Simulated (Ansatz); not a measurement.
ZrN: pressure against volume per atom

Periodic Kohn-Sham DFT of a crystal at fixed atoms; pressure and stress are positive in compression; the energy is the free energy less that of spherical unpolarised free atoms; site moments are those in the method's own spheres, positive along +z. The results are calculated, by Ansatz 0.2.0.

Cell of the first row (space group Fm-3m, No. 225):
```
ZrN
1.0
      0.0000     2.2376     2.2376
      2.2376     0.0000     2.2376
      2.2376     2.2376     0.0000
Zr N
1 1
Direct
  0.00000 0.00000 0.00000
  0.50000 0.50000 0.50000
```

Settings of every row: method frozen-core PAW; functional PBE; relativity scalar; k mesh 9x9x9; filling fermi-dirac; smearing width 0.01 eV; wave cutoff 420 eV; paw set soft_2.

Atom start moment: 0 on all atoms.

| row | volume per atom (Å³) | pressure (GPa) |
| --- | --- | --- |
| 1 | 11.203 | 23.362 |
| 2 | 11.209 | 23.178 |
| 3 | 11.442 | 16.381 |
| 4 | 11.561 | 13.159 |
| 5 | 11.68 | 10.101 |
| 6 | 11.918 | 4.441 |
| 7 | 12.038 | ? |
| 8 | 12.157 | -0.657 |
| 9 | 12.276 | -3.014 |
| 10 | 12.395 | -5.248 |
| 11 | 12.634 | -9.382 |

Question: what pressure should row 7 give?

Worked fit of pressure. Take u = (V_r/V)^(2/3) − 1 with V_r = 11.799 Å³ an atom, which is twice the finite (Eulerian) strain; such expansions in the strain, on which the Birch-Murnaghan equation of state is built, carry the rest volume and the bulk modulus. The shown rows have u = 0.03516, 0.03479, 0.02069, 0.01368, 0.00678, -0.00667, -0.01973, -0.02607, -0.03232, -0.04456. Least squares give pressure = 7.2049 + 420.861 × u + 1096.67 × u² GPa; a straight line predicts inner rows, each left out in turn, worse (root mean square 0.64 against 0.0098 GPa). The rows lie off it by 0.004, 0.004, -0.001, -0.009, -0.008, -0.006, 0.015, 0.008, 0.004, -0.011 (root mean square 0.008 GPa). The pressure vanishes at u = -0.0180, or V = 12.12 Å³ an atom, and there the bulk modulus at fixed shape and fractions is B = −V dP/dV = (2/3)(1 + u) dP/du = 250 GPa. The withheld row has u = -0.01328, so the fit gives 7.2049 + 420.861 × (-0.01328) + 1096.67 × (-0.01328)² = 1.809 GPa.

The calculation gave 1.825 GPa. The fit lies 0.016 GPa (0.049 % of the column's range) below it; its largest miss of a shown row is 0.015 GPa.
